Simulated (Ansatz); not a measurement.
Li2O:
```yaml
crystal:
  lattice:
    - [0.00000, 2.31301, 2.31301]
    - [2.31301, 0.00000, 2.31301]
    - [2.31301, 2.31301, 0.00000]
  atoms:
    - { symbol: O, position: [0.00000, 0.00000, 0.00000] }
    - { symbol: Li, position: [0.25000, 0.25000, 0.25000] }
    - { symbol: Li, position: [0.75000, 0.75000, 0.75000] }
```

Relaxed with PBE. Special points in fractions of this cell's reciprocal vectors: Γ (0.000, 0.000, 0.000); X (0.500, 0.000, 0.500); U (0.625, 0.250, 0.625); K (0.375, 0.375, 0.750); L (0.500, 0.500, 0.500); W (0.500, 0.250, 0.750).

Q: List the band energies nearest the valence-band maximum at these points for PBE in the plane-wave PAW code Ansatz.

A: In eV from the valence-band maximum; about four levels below and three above (degenerate sets whole), none deeper than 8.9 eV; … stands for higher levels left out; points with the same levels are listed once.

```
k              below             above
-  -----------------  ----------------
Γ     0.00 0.00 0.00            5.24 …
X  -1.60 -1.37 -1.37  4.98 13.50 13.50
U  -2.00 -1.51 -1.08  6.55 11.56 13.27
L  -2.76 -0.44 -0.44       9.19 9.77 …
W  -1.81 -1.48 -1.48      7.17 10.40 …
```

Space group Fm-3m (anti-fluorite). Symmetry was held in the PBE relaxation.

Potentials: the later of the program's two PAW sets.
